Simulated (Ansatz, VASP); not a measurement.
## One calculation of MgS (Niningerite), two programs

```
Mg S
1.0
     0.00000    2.58500    2.58500
     2.58500    0.00000    2.58500
     2.58500    2.58500    0.00000
Mg S
1 1
Direct
  0.00000 0.00000 0.00000
  0.50000 0.50000 0.50000
```

Alike in both runs: functional r2SCAN; k mesh 10 × 10 × 10; occupations fermi-dirac, width 0.02 eV; no spin polarisation.

Ansatz relaxed the structure, and its values are those at the end. VASP's run is a single point on that final structure, the one shown.

|  | VASP | Ansatz |
| --- | --- | --- |
| version | VASP 6.6.1 | Ansatz 0.2.0 |
| potentials or method | VASP PAW PBE potentials, release 64 (Mg, S) | PAW plane waves |
| plane-wave cutoff (eV) | 520 | 500 |
| valence electrons in the cell | 8 | 16 |

```csv
,VASP,Ansatz,Ansatz less VASP
gap on the k mesh at the Fermi level (eV),3.48,3.51,+0.035
pressure (GPa),1.1,1.7,+0.57
```

The two sets of potentials don't hold the same shells in valence. Ansatz warned: «stress_scf_threshold_loose».

Caveats: the PAW data sets were made with another functional, which shifts forces and pressure a little (VASP). A k mesh can miss the band edges. r2SCAN opens gaps a little over a GGA but as a rule still falls short of measured ones.
